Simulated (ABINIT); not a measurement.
## Mg: band structure with LDA

Mg:

```
Mg
1.0
     3.20930    0.00000    0.00000
    -1.60465    2.77934    0.00000
     0.00000    0.00000    5.21030
Mg
2
Direct
  0.66667 0.33333 0.75000
  0.33333 0.66667 0.25000
```

```
Program             : ABINIT 10.8.3 (patched build)
Task                : band structure
Functional          : LDA
Potentials or basis : JTH PAW LDA v2.0
Cutoff              : 408 eV
k mesh              : 10 × 10 × 5
Occupations         : fermi-dirac, width 0.05 eV
Spin                : no spin polarisation
Fine-grid cutoff    : 816.342 eV
```

| Property | Result |
| --- | --- |
| Band gap on the k mesh | none (metal or under the smearing width) |
| Valence electrons inside the program's atomic spheres | Mg 8.22 (radii [1.0063] Å) |

Levels at the corners of the path, in eV from the Fermi level:
```tsv
point	band 7	band 8	band 9	band 10	band 11	band 12	band 13	band 14
Γ	-42.73	-42.73	-6.89	-1.65	-1.31	10.80	10.80	10.83
M	-42.74	-42.74	-2.16	-2.12	2.61	3.03	3.17	3.59
K	-42.74	-42.74	-0.63	-0.63	-0.59	4.07	4.07	4.23
Γ	-42.73	-42.73	-6.89	-1.65	-1.31	10.80	10.80	10.83
A	-42.73	-42.73	-5.51	-5.51	4.95	4.95	11.55	11.55
L	-42.74	-42.74	-1.08	-1.08	-0.50	-0.50	7.89	7.89
H	-42.74	-42.74	0.20	0.20	0.69	0.69	1.41	1.41
A	-42.73	-42.73	-5.51	-5.51	4.95	4.95	11.55	11.55
```

Run time: 25 s on 1 thread of Arm Neoverse V2, on a shared host, peak memory 0.09 GiB.
